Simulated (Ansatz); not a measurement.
Fluorite SrF2, treated with LC-ωPBE (Ansatz, a first-principles code, plane waves, PAW).

Run with plane-wave cutoff 460 eV, 8×8×8 k mesh, Fermi–Dirac smearing 0.01 eV, scalar-relativistic PAW data made under PBE.

Energies at three volumes about the minimum:

```tsv
V (Å³/atom)	E − E_lowest (meV/atom)
15.989	2.64
16.403	0.00
16.813	1.83
```

### Question
Fit a parabola by hand: where is the minimum, what lattice constant follows, and what is the bulk modulus?

### Answer
Slopes: (0.00 − 2.64)/(16.403 − 15.989) = -6.377 and (1.83 − 0.00)/(16.813 − 16.403) = 4.463 meV/Å³. Curvature E″ = 2 × (4.463 − (-6.377))/(16.813 − 15.989) = 26.311 meV/Å⁶. From the middle of the first interval, the slope vanishes at V0 = 16.1960 − (-6.377)/26.311 = 16.438 Å³/atom. B = V0 E″ = 16.438 × 26.311 meV/Å³ × 0.1602 GPa per meV/Å³ = 69.3 GPa. With 12 atoms in the cube, a = (12 × 16.438)^(1/3) = 5.821 Å. The full Birch–Murnaghan fit to all volumes gives V0 = 16.429 Å³/atom and B0 = 68.4 GPa.

Measured, for comparison: bulk modulus 69 GPa (temperature not stated, not corrected to a static lattice; as tabulated in On the Morphology of Group II Metal Fluoride Nanocrystals at Finite Temperature …). Computed (rounded) less measured: bulk modulus -0.9 %.
